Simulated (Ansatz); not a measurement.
Hg: enthalpies of structure types against pressure

All-electron LAPW in Ansatz 0.2.0 under PBE, scalar-relativistic, energies extrapolated to zero smearing. Each structure type was compressed from its own relaxed volume, symmetry kept and shape relaxed on PAW files, and E(V) was fitted to energies and pressures; H = E + pV has no temperature or zero-point term. Only these types were tried: sc (Pm-3m, 12×12×12 mesh, 29.81 Å³/atom at rest); omega (P6/mmm, 7×7×10 mesh, 29.47 Å³/atom at rest); diamond (Fd-3m, 11×11×11 mesh, 56.45 Å³/atom at rest); simple hexagonal (P6/mmm, 13×13×12 mesh, 28.30 Å³/atom at rest); beta tin (I4_1/amd, 14×14×14 mesh, 28.96 Å³/atom at rest); hcp (P6_3/mmc, 14×14×8 mesh, 31.29 Å³/atom at rest); bcc (Im-3m, 14×14×14 mesh, 29.11 Å³/atom at rest). Spin polarisation is left out. Spin–orbit coupling is left out; Fermi–Dirac smearing is 0.05 to 0.1 eV. The element's standard state (alpha-Hg) isn't among the types. Enthalpies carry a few meV/atom of noise from meshes and fits.

Task: Which type is lowest at zero pressure, and what follows up to 26 GPa?

Result: The lowest types lie within 5 meV/atom of each other over much of the range, too close to call on these meshes: bcc and hcp and omega compete. Enthalpies against hcp:

```json
{"p (GPa)": "0", "sc (meV/atom)": "20", "omega (meV/atom)": "3", "diamond (meV/atom)": "85", "simple hexagonal (meV/atom)": "14", "beta tin (meV/atom)": "13", "hcp (meV/atom)": "0", "bcc (meV/atom)": "6"}
{"p (GPa)": "0.77", "sc (meV/atom)": "15", "omega (meV/atom)": "-5", "diamond (meV/atom)": "164", "simple hexagonal (meV/atom)": "3", "beta tin (meV/atom)": "5", "hcp (meV/atom)": "0", "bcc (meV/atom)": "-2"}
{"p (GPa)": "2.1", "sc (meV/atom)": "19", "omega (meV/atom)": "-8", "diamond (meV/atom)": "257", "simple hexagonal (meV/atom)": "-2", "beta tin (meV/atom)": "3", "hcp (meV/atom)": "0", "bcc (meV/atom)": "-8"}
{"p (GPa)": "3.9", "sc (meV/atom)": "33", "omega (meV/atom)": "-7", "diamond (meV/atom)": "373", "simple hexagonal (meV/atom)": "1", "beta tin (meV/atom)": "10", "hcp (meV/atom)": "0", "bcc (meV/atom)": "-9"}
{"p (GPa)": "7.7", "sc (meV/atom)": "74", "omega (meV/atom)": "2", "diamond (meV/atom)": "593", "simple hexagonal (meV/atom)": "18", "beta tin (meV/atom)": "35", "hcp (meV/atom)": "0", "bcc (meV/atom)": "-4"}
{"p (GPa)": "13", "sc (meV/atom)": "136", "omega (meV/atom)": "18", "diamond (meV/atom)": "868", "simple hexagonal (meV/atom)": "51", "beta tin (meV/atom)": "76", "hcp (meV/atom)": "0", "bcc (meV/atom)": "6"}
{"p (GPa)": "19", "sc (meV/atom)": "206", "omega (meV/atom)": "36", "diamond (meV/atom)": "1148", "simple hexagonal (meV/atom)": "90", "beta tin (meV/atom)": "124", "hcp (meV/atom)": "0", "bcc (meV/atom)": "19"}
{"p (GPa)": "24", "sc (meV/atom)": "262", "omega (meV/atom)": "50", "diamond (meV/atom)": "1366", "simple hexagonal (meV/atom)": "122", "beta tin (meV/atom)": "164", "hcp (meV/atom)": "0", "bcc (meV/atom)": "29"}
```
